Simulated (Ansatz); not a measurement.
The parent structure is RuO2 in the rutile structure (space group P4_2/mnm, No. 136).

Space group P4₂/mnm (No. 136); a = b = 4.525 Å, c = 3.120 Å, α = β = γ = 90.00°

```json
[
 {"atom": "Ru", "site": "2a", "symmetry": "m.mm", "x": "0.0000", "y": "0.0000", "z": "0.0000"},
 {"atom": "O", "site": "4g", "symmetry": "m.2m", "x": "0.1943", "y": "0.1943", "z": "0.5000"}
]
```

The values are results of DFT with PBE, PAW potentials and a 420 eV plane-wave cutoff in Ansatz (a quantum-chemistry and plane-wave program), spin-orbit coupling left out, earlier PAW set, not measurements.

Before the change:

Lattice parameter a: 4.525 Å

One thing is altered: a negative pressure, −2 GPa.

### Question
Predict the new lattice parameter a.

### Answer
The lattice parameter a grows by 0.0149 Å to 4.539 Å.

Load acts through the strain it causes; cell and atoms are relaxed under it. Stability against distortions was not tested. No Hubbard U is applied, and correlation can decide whether such a compound is a metal. The final runs are not spin-polarised.
